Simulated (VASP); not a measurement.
A run of VASP 6.6.1 is set up as follows.

Contents of INCAR:

```
SYSTEM = SiC
PREC = Accurate
ENCUT = 600
EDIFF = 1E-6
ISMEAR = 0
SIGMA = 0.03
LREAL = .FALSE.
LASPH = .TRUE.
NELM = 80
ALGO = Normal
ISIF = 3
LWAVE = .FALSE.
LCHARG = .FALSE.
GGA = PS
IBRION = 2
NSW = 90
EDIFFG = -0.01
```

File KPOINTS:

```
regular mesh
0
G
  10 10 10
  0 0 0
```

The input POSCAR:

```
SiC
1.0
    0.0000000000      2.1790000000      2.1790000000
    2.1790000000      0.0000000000      2.1790000000
    2.1790000000      2.1790000000      0.0000000000
Si C
1 1
Direct
    0.0000000000      0.0000000000      0.0000000000
    0.2500000000      0.2500000000      0.2500000000
```

Potentials or basis: VASP PAW PBE potentials, release 64 (Si, C).

Launch:

```console
$ cat potpaw_PBE.64/Si/POTCAR potpaw_PBE.64/C/POTCAR > POTCAR
$ mpirun -np 1 vasp_std > vasp.out
```

(1) What does it give for the band gap on the k mesh?

Answers

(1) 1.23 eV, indirect (least direct gap 4.44 eV).

Caveat: the relaxation stopped at its first step, so nothing moved.
